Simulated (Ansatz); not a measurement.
**CdO (Monteponite): equation of state with PBEsol0**

Crystal: CdO (Monteponite).

```xyz
2
Lattice="0.0000 2.3495 2.3495 2.3495 0.0000 2.3495 2.3495 2.3495 0.0000" Properties=species:S:1:pos:R:3 pbc="T T T"
Cd    0.0000    0.0000    0.0000
O     2.3495    2.3495    2.3495
```

| Item | Value |
| --- | --- |
| Program | Ansatz 0.2.0 |
| Task | equation of state |
| Functional | PBEsol0 |
| Potentials or basis | Ansatz PAW |
| Cutoff | 420 eV |
| Density cutoff | 1680 eV |
| k mesh | 5 × 5 × 5 |
| Occupations | fermi-dirac, width 0.05 eV |
| Spin | no spin polarisation |

```
Equilibrium volume                      : 12.59 Å³/atom
Bulk modulus                            : 162 GPa
Pressure derivative of the bulk modulus : 4.8 (rough: it moves with the points fitted)
```

Energy against volume, from the lowest point:
```
volume (Å³/atom)  energy (meV/atom)
          12.191               6.22
          12.451               0.01
          12.710               0.00
          12.970               4.83
          13.229              14.21
          13.488              27.61
          13.748              44.80
```

All runs of the series together: 52 s on 2 threads of Arm Neoverse V1, on a shared host.

Caveat: the k mesh is coarse (spacing up to 0.46 Å⁻¹), so the values aren't converged, least of all with exact exchange; the PAW data sets were made with another functional, which shifts forces and pressure a little.
